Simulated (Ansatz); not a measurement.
# CoO: the cost of one run

Method: DFT BLYP with U = 3.3 eV on Co 3d, scalar-relativistic, plane waves, PAW, in Ansatz 0.2.0.

2 further runs of the same task are left out: 1 that didn't finish, 1 set aside as unsound or not needed. Runs told in other sessions of the task aren't counted.

## Step 1: Starting point

Symmetry: Fm-3m, No. 225, cubic system. Conventional cell: a = 4.263 Å, b = 4.263 Å, c = 4.263 Å, α = 90.00°, β = 90.00°, γ = 90.00°. Around Co (site symmetry m-3m) lie 6 O at 2.13 Å. O (site symmetry m-3m) has 6 Co at 2.13 Å in its first shell of neighbours.

Coordinates:

```cif
data_structure
_symmetry_space_group_name_H-M 'P 1'
_symmetry_Int_Tables_number 1
_cell_length_a 3.0144
_cell_length_b 3.0144
_cell_length_c 3.0144
_cell_angle_alpha 60.000
_cell_angle_beta 60.000
_cell_angle_gamma 60.000
_cell_volume 19.37
loop_
_atom_site_label
_atom_site_type_symbol
_atom_site_fract_x
_atom_site_fract_y
_atom_site_fract_z
_atom_site_occupancy
Co1 Co 0.00000 0.00000 0.00000 1
O1 O 0.50000 0.50000 0.50000 1
```

An earlier run on this cell at PBE+U (U_eff = 3.3 eV on Co 3d) gave 8.17 GPa at 9.684 Å³/atom (10×10×10 mesh), mesh gap 1.24 eV, spin moments in the atoms' spheres Co 2.60; O 0.23 μB. The cell is compressed at this level.

## Step 2: At the given cell

Contents of input.yaml:

```yaml
crystal:
  lattice:
    - [0.0, 2.1315016559, 2.1315016559]
    - [2.1315016559, 0.0, 2.1315016559]
    - [2.1315016559, 2.1315016559, 0.0]
  atoms:
    - { symbol: Co, position: [0.0, 0.0, 0.0], spin: 2.86 }
    - { symbol: O, position: [0.5, 0.5, 0.5] }
basis:
  ecutwfc: 420
  ecutrho_ratio: 4
kpoints:
  mp_grid: { grid: [10, 10, 10] }
hamiltonian:
  xc: blyp
  hubbard: { sites: [{ species: Co, l: d, u_eff: 3.3 }] }
scf:
  occupations: { method: gaussian, width: 0.05 }
  lower_state_search: "off"
output:
  forces: true
  stress: true
  eigenvalues: true
  populations: true
  hubbard: { sites: [{ species: Co, l: d }] }
magnetization:
  spin_polarized: true
checkpoint:
  read: start.run
  write: ck
  compress: false
  write_wavefunctions: false
  write_every: 100000
```

start.run holds the state of a PBE+U run on this cell.

Started as:

```
$ ansatz run input.yaml --threads 4 --pin off --max-ram 8192MiB --backend cpu --events-out ev --progress --plain --runs-dir out
```

Q: Estimate wall time and peak memory on 4 threads of Arm Neoverse V2, shared host.

About 2 s, with a peak of 0.37 GiB.
